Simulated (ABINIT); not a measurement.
# ZrS2 (P-3m1) in ABINIT: a series of runs

The runs below take ZrS2 through single point, relaxation of cell and atoms, with PBE, HSE06, r2SCAN.

Program: ABINIT 10.8.3 (patched build). These are calculated values, not measurements. Logs are shortened: lines on timing, memory, paths and dates and some standing lists are left out, and cuts for length are marked. The log counts tension as positive stress, the text compression.

**Measured values to compare with.**

From “Stress-Tuned Optical Transitions in Layered 1T-MX2 (M= Hf, Zr, Sn; X= S, Se) Crystals”, 2022, arxiv:2210.12074, for a bulk crystal of ZrS2: band gap 1.68 eV (indirect).

The runs below are set against these values where they give the same quantity.

## Step 1: The structure

It takes space group P-3m1 (No. 164, trigonal). Conventional cell: a = 3.691 Å, b = 3.691 Å, c = 6.041 Å, α = 90.00°, β = 90.00°, γ = 120.00°. Zr (site symmetry -3m) is surrounded by 6 S at 2.57 Å. S (site symmetry 3m) is surrounded by 3 Zr at 2.57 Å.

The cell is a database's computed one.

## Step 2: Single point, PBE

run.abi

```
# Pseudopotentials
pp_dirpath "./"
pseudos "40_Zr_12_2.0_2.5_pbe_n_v1.0.psp8, 16_S_6_1.8_1.9_pbe_n_v1.0.psp8"

# Structure
acell 6.9757020403 6.9757020403 11.4159810467
rprim
     1.0000000000     0.0000000000     0.0000000000
    -0.5000000000     0.8660254038     0.0000000000
     0.0000000000     0.0000000000     1.0000000000
ntypat 2
znucl 40 16
natom 3
typat 1 2 2
xred
     0.0000000000     0.0000000000     0.0000000000
     0.3333333333     0.6666666667     0.2379099700
     0.6666666667     0.3333333333     0.7620900300

# Plane-wave basis
ecut 18.0

# k points
kptopt 1
ngkpt 6 6 4
nshiftk 1
shiftk 0.0 0.0 0.0

# Exchange and correlation
ixc 11

# Bands and occupations
nband 14
occopt 1

# SCF cycle
nstep 100
tolvrs 1.0e-10
diemac 6.0

# Output
iomode 3
prtwf 0
prtden 0
prteig 0
prtebands 0
enunit 2
```

Potentials or basis: SPMS NC PBE v1.0.

Started as:

```console
$ mpirun --bind-to none -np 8 abinit run.abi > log 2>&1
```

run.abo:

```text
.Version 10.8.3 of ABINIT
 Symmetries : space group P-3 m 1 (#164); Bravais hP (primitive hexag.)
================================================================================
 Values of the parameters that define the memory need of the present run
     intxc =       0    ionmov =       0      iscf =       7    lmnmax =       6
     lnmax =       6     mgfft =      45  mpssoang =       3    mqgrid =    3001
     natom =       3  nloc_mem =       1    nspden =       1   nspinor =       1
    nsppol =       1      nsym =      12    n1xccc =    2501    ntypat =       2
    occopt =       1   xclevel =       2
       mpw =        1764          nfft =       40500          nkpt =          24
================================================================================
================================================================================

--------------------------------------------------------------------------------
------------- Echo of variables that govern the present computation ------------
--------------------------------------------------------------------------------
 -outvars: echo values of preprocessed input variables --------
            acell      6.9757020403E+00  6.9757020403E+00  1.1415981047E+01 Bohr
              amu      9.12240000E+01  3.20660000E+01
           diemac      6.00000000E+00
             ecut      1.80000000E+01 Hartree
           enunit           2
              ixc          11
         kptrlatt        6    0    0      0    6    0      0    0    4
          kptrlen      4.18542122E+01
            natom           3
            nband          14
            ngfft          30      30      45
             nkpt          24
            nstep         100
             nsym          12
           ntypat           2
           prtden           0
        prtebands           0
           prteig           0
            prtwf           0
            rprim      1.0000000000E+00  0.0000000000E+00  0.0000000000E+00
                      -5.0000000000E-01  8.6602540380E-01  0.0000000000E+00
                       0.0000000000E+00  0.0000000000E+00  1.0000000000E+00
          spgroup         164
           tolvrs      1.00000000E-10
            typat      1  2  2
           xangst      0.0000000000E+00  0.0000000000E+00  0.0000000000E+00
                      -5.0148324112E-17  2.1312207074E+00  1.4372324492E+00
                       1.8456912736E+00  1.0656103537E+00  4.6038445567E+00
            xcart      0.0000000000E+00  0.0000000000E+00  0.0000000000E+00
                      -9.4766598245E-17  4.0274234508E+00  2.7159757083E+00
                       3.4878510202E+00  2.0137117254E+00  8.7000053384E+00
             xred      0.0000000000E+00  0.0000000000E+00  0.0000000000E+00
                       3.3333333333E-01  6.6666666667E-01  2.3790997000E-01
                       6.6666666667E-01  3.3333333333E-01  7.6209003000E-01
            znucl       40.00000   16.00000

================================================================================

 chkinp: Checking input parameters for consistency.

================================================================================
== DATASET  1 ==================================================================

--- !DatasetInfo
iteration_state: {dtset: 1, }
dimensions: {natom: 3, nkpt: 24, mband: 14, nsppol: 1, nspinor: 1, nspden: 1, mpw: 1764, }
cutoff_energies: {ecut:  18.0, pawecutdg:  -1.0, }
electrons: {nelect:   2.40000000E+01, charge:   0.00000000E+00, occopt:   1.00000000E+00, tsmear:   1.00000000E-02, }
meta: {optdriver: 0, ionmov: 0, optcell: 0, iscf: 7, paral_kgb: 0, }
...

 Exchange-correlation functional for the present dataset will be:
  GGA: Perdew-Burke-Ernzerhof functional - ixc=11
  J.P.Perdew, K.Burke, M.Ernzerhof, PRL 77, 3865 (1996)

 Real(R)+Recip(G) space primitive vectors, cartesian coordinates (Bohr,Bohr^-1):
 R(1)=  6.9757020  0.0000000  0.0000000  G(1)=  0.1433547  0.0827659  0.0000000
 R(2)= -3.4878510  6.0411352  0.0000000  G(2)=  0.0000000  0.1655318  0.0000000
 R(3)=  0.0000000  0.0000000 11.4159810  G(3)=  0.0000000  0.0000000  0.0875965
 Unit cell volume ucvol=  4.8108267E+02 bohr^3
 Angles (23,13,12)=  9.00000000E+01  9.00000000E+01  1.20000000E+02 degrees

 getcut: wavevector=  0.0000  0.0000  0.0000  ngfft=  30  30  45
         ecut(hartree)=     18.000   => boxcut(ratio)=   2.01808

--- Pseudopotential description ------------------------------------------------
- pspini: atom type   1  psp file is ./40_Zr_12_2.0_2.5_pbe_n_v1.0.psp8
    8   11    2    4       600   0.00000      pspcod,pspxc,lmax,lloc,mmax,r2well
    5.99000000000000    5.00000000000000    0.00000000000000   rchrg,fchrg,qchrg
     nproj     2     2     2
     extension_switch     1

- pspini: atom type   2  psp file is ./16_S_6_1.8_1.9_pbe_n_v1.0.psp8
    8   11    2    4       600   0.00000      pspcod,pspxc,lmax,lloc,mmax,r2well
[... 51 lines left out ...]
- [ -8.51136666E-06,   0.00000000E+00,   0.00000000E+00, ]
- [  0.00000000E+00,  -8.51136684E-06,   0.00000000E+00, ]
- [  0.00000000E+00,   0.00000000E+00,  -4.01034022E-05, ]
pressure_GPa:   5.6024E-01
xred      :
- [  0.0000E+00,   0.0000E+00,   0.0000E+00, Zr]
- [  3.3333E-01,   6.6667E-01,   2.3791E-01,  S]
- [  6.6667E-01,   3.3333E-01,   7.6209E-01,  S]
cartesian_forces: # hartree/bohr
- [  4.11737039E-28,   1.18858245E-28,  -0.00000000E+00, ]
- [ -3.60269909E-28,  -6.83434910E-28,   1.50963137E-03, ]
- [ -5.14671299E-29,   5.64576665E-28,  -1.50963137E-03, ]
force_length_stats: {min:   4.28549498E-28, max:   1.50963137E-03, mean:   1.00642091E-03, }
...

 Integrated electronic density in atomic spheres:
 ------------------------------------------------
 Atom  Sphere_radius  Integrated_density
    1        2.00000          8.29240903
    2        2.00000          3.92796510
    3        2.00000          3.92796510
================================================================================

 ----iterations are completed or convergence reached----

 Mean square residual over all n,k,spin=   11.091E-07; max=  16.314E-05
 reduced coordinates (array xred) for    3 atoms
       0.000000000000      0.000000000000      0.000000000000
       0.333333333333      0.666666666667      0.237909970000
       0.666666666667      0.333333333333      0.762090030000
 rms dE/dt=  8.1241E-03; max dE/dt=  1.7234E-02; dE/dt below (all hartree)
    1       0.000000000000      0.000000000000      0.000000000000
    2       0.000000000000      0.000000000000     -0.017233923061
    3       0.000000000000     -0.000000000000      0.017233923061

 cartesian coordinates (angstrom) at end:
    1      0.00000000000000     0.00000000000000     0.00000000000000
    2     -0.00000000000000     2.13122070738770     1.43723244924514
    3      1.84569127363602     1.06561035369385     4.60384455667074

 cartesian forces (hartree/bohr) at end:
    1      0.00000000000000     0.00000000000000    -0.00000000000000
    2     -0.00000000000000    -0.00000000000000     0.00150963136590
    3     -0.00000000000000     0.00000000000000    -0.00150963136590
 frms,max,avg= 7.1164705E-04 1.5096314E-03   0.000E+00  0.000E+00  0.000E+00 h/b

 cartesian forces (eV/Angstrom) at end:
    1      0.00000000000000     0.00000000000000    -0.00000000000000
    2     -0.00000000000000    -0.00000000000000     0.07762836601439
    3     -0.00000000000000     0.00000000000000    -0.07762836601439
 frms,max,avg= 3.6594363E-02 7.7628366E-02   0.000E+00  0.000E+00  0.000E+00 e/A
 length scales=  6.975702040300  6.975702040300 11.415981046700 bohr
              =  3.691382547272  3.691382547272  6.041077005916 angstroms
 Fermi (or HOMO) energy (hartree) =   0.13714   Average Vxc (hartree)=  -0.34744
 Eigenvalues (hartree) for nkpt=  24  k points:
 kpt#   1, nband= 14, wtk=  0.00694, kpt=  0.0000  0.0000  0.0000 (reduced coord)
  -1.66188   -0.85588   -0.85040   -0.85040   -0.32368   -0.27233   -0.01608    0.03645
   0.03645    0.13559    0.13559    0.13714    0.19657    0.19660
 prteigrs : prtvol=0 or 1, do not print more k-points.

 Fermi (or HOMO) energy (eV) =   3.73180   Average Vxc (eV)=  -9.45427
 Eigenvalues (   eV  ) for nkpt=  24  k points:
 kpt#   1, nband= 14, wtk=  0.00694, kpt=  0.0000  0.0000  0.0000 (reduced coord)
 -45.22200  -23.28968  -23.14065  -23.14065   -8.80787   -7.41037   -0.43744    0.99172
   0.99172    3.68964    3.68964    3.73180    5.34905    5.34963
 prteigrs : prtvol=0 or 1, do not print more k-points.

--- !EnergyTerms
iteration_state     : {dtset: 1, }
comment             : Components of total free energy in Hartree
kinetic             :  2.14610481202744E+01
hartree             :  1.80563542793953E+01
xc                  : -1.63796313950439E+01
Ewald energy        : -4.66085508619058E+01
psp_core            :  2.35956322035192E+00
local_psp           : -5.48569558982719E+01
non_local_psp       :  2.80033492706808E+00
total_energy        : -7.31678376081319E+01
total_energy_eV     : -1.99099828993809E+03
band_energy         : -8.93383749209789E+00
...

 Cartesian components of stress tensor (hartree/bohr^3)
  sigma(1 1)= -8.51136666E-06  sigma(3 2)=  0.00000000E+00
  sigma(2 2)= -8.51136684E-06  sigma(3 1)=  0.00000000E+00
  sigma(3 3)= -4.01034022E-05  sigma(2 1)=  0.00000000E+00

-Cartesian components of stress tensor (GPa)         [Pressure=  5.6024E-01 GPa]
- sigma(1 1)= -2.50413053E-01  sigma(3 2)=  0.00000000E+00
- sigma(2 2)= -2.50413058E-01  sigma(3 1)=  0.00000000E+00
- sigma(3 3)= -1.17988283E+00  sigma(2 1)=  0.00000000E+00

== END DATASET(S) ==============================================================
================================================================================

 -outvars: echo values of variables after computation  --------
            acell      6.9757020403E+00  6.9757020403E+00  1.1415981047E+01 Bohr
           etotal     -7.3167837608E+01
            fcart      4.1173703924E-28  1.1885824522E-28 -0.0000000000E+00
                      -3.6026990934E-28 -6.8343491001E-28  1.5096313659E-03
                      -5.1467129905E-29  5.6457666479E-28 -1.5096313659E-03
            rprim      1.0000000000E+00  0.0000000000E+00  0.0000000000E+00
                      -5.0000000000E-01  8.6602540380E-01  0.0000000000E+00
                       0.0000000000E+00  0.0000000000E+00  1.0000000000E+00
           strten     -8.5113666619E-06 -8.5113668379E-06 -4.0103402201E-05
                       0.0000000000E+00  0.0000000000E+00  0.0000000000E+00
           xangst      0.0000000000E+00  0.0000000000E+00  0.0000000000E+00
                      -5.0148324112E-17  2.1312207074E+00  1.4372324492E+00
                       1.8456912736E+00  1.0656103537E+00  4.6038445567E+00
             xred      0.0000000000E+00  0.0000000000E+00  0.0000000000E+00
                       3.3333333333E-01  6.6666666667E-01  2.3790997000E-01
                       6.6666666667E-01  3.3333333333E-01  7.6209003000E-01
 Calculation completed.
```

Run time: 3 s. Hardware: 8 MPI ranks of Arm Neoverse V2, shared host; peak memory 0.48 GiB.

What came out:

```yaml
Free_energy: -1990.9983 eV
Pressure: 0.6 GPa
Largest_force: 0.078 eV/Å
Band_gap_on_the_k_mesh: 1.06 eV, indirect (least direct gap 1.62 eV)
Valence_electrons_inside_the_program's_atomic_spheres: Zr 8.29; S 3.93
```

Forces in eV/Å, atoms in the order of the input:
```
Zr   0.000  0.000  0.000
S    0.000  0.000  0.078
S    0.000  0.000 -0.078
```

Stress tensor (GPa, compression positive):
```
0.25 0.00 0.00
0.00 0.25 0.00
0.00 0.00 1.18
```

Levels at points of the mesh, in eV from the valence-band top:
```csv
k point,band 10,band 11,band 12,band 13,band 14
"(0.00, 0.00, 0.00)",-0.04,-0.04,0.00,1.62,1.62
"(0.50, 0.00, 0.00)",-2.32,-1.61,-1.13,1.22,3.53
"(0.00, 0.00, 0.50)",-1.52,-0.14,-0.14,1.59,1.59
"(0.50, 0.00, 0.50)",-2.17,-0.93,-0.75,1.06,3.26
```

Caveat: this functional lacks dispersion, which binds the layers, so the pressure and a relaxed spacing across them are unreliable.

## Step 3: Single point, HSE06

run.abi: that of step 2 with these lines changed.

```diff
@@ -29,3 +29,3 @@
 # Exchange and correlation
-ixc 11
+ixc -428
 
@@ -36,5 +36,5 @@
 # SCF cycle
-nstep 100
-tolvrs 1.0e-10
+nstep 60
 diemac 6.0
+toldfe 1.0e-7
```

Potentials or basis: SPMS NC PBE v1.0.

Started as:

```console
$ mpirun --bind-to none -np 8 abinit run.abi > log 2>&1
```

Run time: 37 min. Hardware: 8 MPI ranks of Arm Neoverse V2, shared host; peak memory 1 GiB.

The run converged. Its results:

```yaml
Free_energy: -1991.0508 eV
Pressure: -0.4 GPa
Largest_force: 0.094 eV/Å
Band_gap_on_the_k_mesh: 1.88 eV, indirect (least direct gap 2.52 eV)
Valence_electrons_inside_the_program's_atomic_spheres: Zr 8.23; S 3.94
```

Forces on the atoms (eV/Å):
```
Zr   0.000  0.000  0.000
S    0.000  0.000 -0.094
S    0.000  0.000  0.094
```

Stress tensor (GPa, compression positive):
```
-0.52  0.00  0.00
 0.00 -0.52  0.00
 0.00  0.00 -0.11
```

Levels at points of the mesh, in eV from the valence-band top:
```
           k point  band 10  band 11  band 12  band 13  band 14
(0.00, 0.00, 0.00)    -0.05    -0.05     0.00     2.52     2.52
(0.50, 0.00, 0.00)    -2.51    -1.80    -1.29     2.03     4.44
(0.00, 0.00, 0.50)    -1.66    -0.15    -0.15     2.49     2.49
(0.50, 0.00, 0.50)    -2.38    -1.08    -0.86     1.88     4.35
```

Caveat: Libxc's HSE differs a little from that of other programs; the potentials were made for another functional, which shifts forces and pressure; this functional lacks dispersion, which binds the layers, so the pressure and a relaxed spacing across them are unreliable.

## Step 4: Relaxation of cell and atoms, r2SCAN

run.abi

```
# Pseudopotentials
pp_dirpath "./"
pseudos "Zr.GGA_PBE-JTH.xml, S.GGA_PBE-JTH.xml"

# Structure
acell 6.9757020403 6.9757020403 11.4159810467
rprim
     1.0000000000     0.0000000000     0.0000000000
    -0.5000000000     0.8660254038     0.0000000000
     0.0000000000     0.0000000000     1.0000000000
ntypat 2
znucl 40 16
natom 3
typat 1 2 2
xred
     0.0000000000     0.0000000000     0.0000000000
     0.3333333333     0.6666666667     0.2379099700
     0.6666666667     0.3333333333     0.7620900300
chkprim 0
chksymtnons 0
tolsym 1.0e-6

# Plane-wave basis
ecut 24.0
pawecutdg 46.0

# k points
kptopt 1
ngkpt 8 8 5
nshiftk 1
shiftk 0.0 0.0 0.0

# Exchange and correlation
ixc -497498
usekden 1
pawxcdev 0

# Bands and occupations
nband 16
occopt 3
tsmear 0.05 eV

# SCF cycle
nstep 100
tolvrs 1.0e-7

# Output
iomode 3
prtwf 0
prtden 0
prteig 0
prtebands 0

# Relaxation
ionmov 2
ntime 60
tolmxf 5.0e-5
optcell 2
dilatmx 1.08
ecutsm 0.5
```

Potentials or basis: JTH PAW PBE v2.0.

Started as:

```console
$ mpirun --bind-to none -np 4 abinit run.abi > log 2>&1
```

Run time: 9.7 min. Hardware: 4 MPI ranks of Arm Neoverse V2, shared host; peak memory 0.76 GiB.

Results (log left out):

| Property | Result |
| --- | --- |
| Free energy | -1374.9886 eV |
| Relaxed volume | 24.09 Å³/atom |
| Relaxed cell | a = 3.693 Å, b = 3.693 Å, c = 6.119 Å, α = 90.00°, β = 90.00°, γ = 120.00° |
| Space group after relaxing (to 0.05 Å) | P-3m1 (No. 164) |
| Energy gained by relaxing | 0.3 meV/atom |
| Ionic steps | 13 |
| Pressure after relaxing | 0.0 GPa |
| Band gap on the k mesh | 1.41 eV, indirect (least direct gap 2.01 eV) |
| Valence electrons inside the program's atomic spheres | Zr 8.88; S 3.60 |

Step by step:
| step | energy change (eV) | largest force (eV/Å) | pressure (GPa) | volume (Å³) |
| --- | --- | --- | --- | --- |
| 1 | 0.0000 | 0.0441 | -0.01 | 71.29 |
| 2 | 0.0000 | 0.0389 | 0.01 | 71.29 |
| 3 | -0.0002 | 0.0036 | 0.20 | 71.31 |
| 4 | -0.0003 | 0.0072 | 0.21 | 71.36 |
| 5 | 0.0003 | 0.0217 | -0.26 | 72.68 |
| 6 | -0.0006 | 0.0127 | -0.04 | 72.00 |
| 7 | -0.0005 | 0.0097 | -0.02 | 71.91 |
| 8 | -0.0007 | 0.0020 | 0.00 | 71.83 |
| 9 | -0.0008 | 0.0061 | 0.00 | 71.89 |
| 10 | -0.0009 | 0.0108 | -0.02 | 72.23 |
| 11 | -0.0006 | 0.0020 | -0.02 | 72.32 |
| 12 | -0.0008 | 0.0035 | -0.02 | 72.27 |
| 13 | -0.0008 | 0.0005 | 0.00 | 72.27 |

Final structure:
```cif
data_structure
_symmetry_space_group_name_H-M 'P 1'
_symmetry_Int_Tables_number 1
_cell_length_a 3.6928
_cell_length_b 3.6928
_cell_length_c 6.1194
_cell_angle_alpha 90.000
_cell_angle_beta 90.000
_cell_angle_gamma 120.000
_cell_volume 72.27
loop_
_atom_site_label
_atom_site_type_symbol
_atom_site_fract_x
_atom_site_fract_y
_atom_site_fract_z
_atom_site_occupancy
Zr1 Zr 0.00000 0.00000 0.00000 1
S1 S 0.33333 0.66667 0.23439 1
S2 S 0.66667 0.33333 0.76561 1
```

Levels at points of the mesh, in eV from the valence-band top:
```
           k point  band 10  band 11  band 12  band 13  band 14  band 15
(0.00, 0.00, 0.00)    -0.08    -0.08    -0.08     1.94     1.94     2.85
(0.50, 0.00, 0.00)    -2.32    -1.61    -1.18     1.55     3.64     3.93
```

Caveat: totals of a meta-GGA on PAW files have another zero than those of a GGA; the PAW data sets were made with another functional, which shifts forces and pressure a little; an odd mesh through Γ misses points on the zone boundary, where band edges often lie.

## Step 5: Overview

| task | level | potentials or basis | cell | k mesh | cutoff (eV) | smearing | most SCF steps | cell freedom (optcell) | cutoff smearing ecutsm (Ha) | optimiser (ionmov) | force stop (Ha/bohr) | gap on the mesh (eV) | pressure (GPa) | largest force (eV/Å) |
| --- | --- | --- | --- | --- | --- | --- | --- | --- | --- | --- | --- | --- | --- | --- |
| single point | PBE | SPMS NC PBE v1.0 | as given | 6 × 6 × 4 | 490 | fixed | - | - | - | - | - | 1.06 | 0.6 | 0.08 |
| single point | HSE06 | SPMS NC PBE v1.0 | as given | 6 × 6 × 4 | 490 | fixed | 60 | - | - | - | - | 1.88 | -0.4 | 0.09 |
| relaxation of cell and atoms | r2SCAN | JTH PAW PBE v2.0 | relaxed | 8 × 8 × 5 | 653 | fermi-dirac 0.05 eV | - | 2 | 0.5 | 2 | 5e-05 | 1.41 | 0.0 | - |

Alike in all rows: no spin polarisation.

Caveats: this functional lacks dispersion, which binds the layers, so the pressure and a relaxed spacing across them are unreliable (some runs); Libxc's HSE differs a little from that of other programs (some runs); the potentials were made for another functional, which shifts forces and pressure (some runs); totals of a meta-GGA on PAW files have another zero than those of a GGA (some runs); the PAW data sets were made with another functional, which shifts forces and pressure a little (some runs); an odd mesh through Γ misses points on the zone boundary, where band edges often lie (some runs).

Absolute energies hang on the potentials; compare differences alone.

## Step 6: How close it comes

Step 2. Measured gap of ZrS2: 1.68 eV (indirect; quoted in “Stress-Tuned Optical Transitions in Layered 1T-MX2 (M= Hf, Zr, Sn; X= S, Se) Crystals”, 2022, arxiv:2210.12074). This calculation gives 1.06 eV (-0.62 eV). Spin-orbit coupling on Zr is left out. The value is that of PBE on a finite k mesh, which can miss the band edges, without temperature or zero-point motion. Semilocal functionals fall short of measured gaps as a rule. The cell is a database's relaxed one, not the measured one, which moves gaps too.

Step 3. A measured gap of ZrS2 is 1.68 eV (indirect; quoted in “Stress-Tuned Optical Transitions in Layered 1T-MX2 (M= Hf, Zr, Sn; X= S, Se) Crystals”, 2022, arxiv:2210.12074); the calculated 1.88 eV misses it by +0.20 eV. Spin-orbit coupling on Zr is left out. The value is that of HSE06 on a finite k mesh, which can miss the band edges, without temperature or zero-point motion. The cell is a database's relaxed one, not the measured one, which moves gaps too.
